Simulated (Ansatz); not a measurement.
CdSe under changes of volume

One of the cells (28.942 Å³/atom); the others are scaled copies at fixed shape and fractional positions:

```
Cd Se
1.0
     0.00000    3.07027    3.07027
     3.07027    0.00000    3.07027
     3.07027    3.07027    0.00000
Cd Se
1 1
Direct
  0.00000 0.00000 0.00000
  0.25000 0.25000 0.25000
```

Measurements of this composition are mostly on another form, of space group No. 186.

* Program: Ansatz 0.2.0
* Functional: PBE
* Potentials or basis: Ansatz PAW
* Cutoff: 420 eV (not typed: the program's choice for these potentials)
* k mesh: 8 × 8 × 8
* Occupations: fermi-dirac, width 0.05 eV
* Spin: spin-orbit coupling, no magnetisation

```csv
volume (Å³/atom),energy over the lowest point (meV/atom),pressure (GPa),gap on the mesh (eV)
27.206,34.74,4.9,0.56
27.784,19.67,3.5,0.52
28.363,9.17,2.3,0.47
28.942,?,?,?
29.521,0.00,0.3,0.39
30.100,0.52,-0.6,0.35
30.679,3.97,-1.3,0.31
```

What does the run at 28.942 Å³/atom give?

Energy over the lowest point 2.77 meV/atom; pressure 1.3 GPa; gap on the mesh 0.43 eV.

Worked out: A Birch-Murnaghan fit of order 3 (a polynomial in V^(-2/3)) to the other rows has its minimum at 29.71 Å³/atom with B0 = V·E''(V) = 45 GPa and B' = 4.7. It gives 2.75 meV/atom at 28.942 Å³/atom, against the run's 2.77, and -dE/dV = 1.2 GPa, against 1.3. A straight line through the other rows of the gap, of slope -2.09 eV per unit of ln V (its deformation potential), gives 0.43 eV, against the run's 0.43.

Energies are extrapolated to zero smearing.
